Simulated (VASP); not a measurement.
A run of VASP 6.6.1 is set up as follows.

The input INCAR:

```
SYSTEM = Li
PREC     = Accurate       ! precision mode
ENCUT    = 520            ! plane-wave cutoff, eV
EDIFF    = 1E-6           ! SCF threshold, eV
ISMEAR   = -1             ! smearing method
SIGMA    = 0.05           ! smearing width, eV
LREAL    = Auto         
LASPH    = .True.         ! aspherical terms in the spheres
NELM     = 100            ! most SCF steps
ALGO     = Fast           ! electronic algorithm
ISIF     = 2              ! what is computed and relaxed
LWAVE    = .False.        ! write WAVECAR
LCHARG   = .False.        ! write CHGCAR
GGA      = PE             ! functional
IVDW     = 12             ! dispersion correction
NBANDS   = 42             ! bands
```

The input KPOINTS:

```
Automatic mesh
0
Gamma
  3 3 3
  0 0 0
```

File POSCAR:

```
Li
1.0
    0.0000000000      5.3884137890      5.0930000000
   -4.6665032274     -2.6942068945      5.0930000000
    4.6665032274     -2.6942068945      5.0930000000
Li
18
Direct
    0.3055555556      0.6388888889      0.3055555556
    0.6388888889      0.6388888889      0.9722222222
    0.3055555556      0.3055555556      0.6388888889
    0.3055555556      0.9722222222      0.9722222222
    0.6388888889      0.3055555556      0.3055555556
    0.9722222222      0.6388888889      0.6388888889
    0.9722222222      0.3055555556      0.9722222222
    0.6388888889      0.9722222222      0.6388888889
    0.9722222222      0.9722222222      0.3055555556
    0.3611111111      0.6944444444      0.6944444444
    0.6944444444      0.6944444444      0.3611111111
    0.3611111111      0.3611111111      0.0277777778
    0.3611111111      0.0277777778      0.3611111111
    0.6944444444      0.3611111111      0.6944444444
    0.0277777778      0.6944444444      0.0277777778
    0.0277777778      0.3611111111      0.3611111111
    0.6944444444      0.0277777778      0.0277777778
    0.0277777778      0.0277777778      0.6944444444
```

Potentials or basis: VASP PAW PBE potentials, release 64 (Li_sv).

Run with:

```bash
$ cat potpaw_PBE.64/Li_sv/POTCAR > POTCAR
$ mpirun -np 1 vasp_std > vasp.out
```

**Question.** Estimate the dispersion energy per atom.

**Answer.** -0.161 eV.

**Question.** Estimate the largest force.

**Answer.** 0.004 eV/Å.

**Question.** Estimate the band gap on the k mesh.

**Answer.** None (metal or under the smearing width).

Forces on the atoms (eV/Å):
```
Li   0.000  0.000 -0.004
Li   0.000  0.000 -0.004
Li   0.000  0.000 -0.004
Li   0.000  0.000 -0.004
Li   0.000  0.000 -0.004
Li   0.000  0.000 -0.004
Li   0.000  0.000 -0.004
Li   0.000  0.000 -0.004
Li   0.000  0.000 -0.004
Li   0.000  0.000  0.004
Li   0.000  0.000  0.004
Li   0.000  0.000  0.004
Li   0.000  0.000  0.004
Li   0.000  0.000  0.004
Li   0.000  0.000  0.004
Li   0.000  0.000  0.004
Li   0.000  0.000  0.004
Li   0.000  0.000  0.004
```
